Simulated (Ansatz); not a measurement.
Crystal: CuAu.

```
Au Cu
1.0
     2.81075    0.00000    0.00000
     0.00000    2.81075    0.00000
     0.00000    0.00000    3.68500
Au Cu
1 1
Direct
  0.00000 0.00000 0.00000
  0.50000 0.50000 0.50000
```

Base run:

| Property | Result |
| --- | --- |
| Program | Ansatz 0.2.0 |
| Functional | PBEsol |
| Potentials or basis | all-electron LAPW, inner shells corrected to Dirac's equation |
| Cutoff | 272 eV |
| Density cutoff | 1086 eV |
| Basis error allowed | 0.001 eV/atom |
| k mesh | 9 × 9 × 7 |
| Occupations | fermi-dirac, width 0.05 eV |
| Spin | no spin polarisation |

Its results: pressure -3.9 GPa.

Q: The run is repeated on the same cell with these changes: potentials or basis from all-electron LAPW, inner shells corrected to Dirac's equation to all-electron LAPW, non-relativistic. What comes out?

A: Pressure 14.7 GPa.

Caveats: relativity is left out, which matters for the heavier elements (some runs).

Not every run made on this cell is shown here.
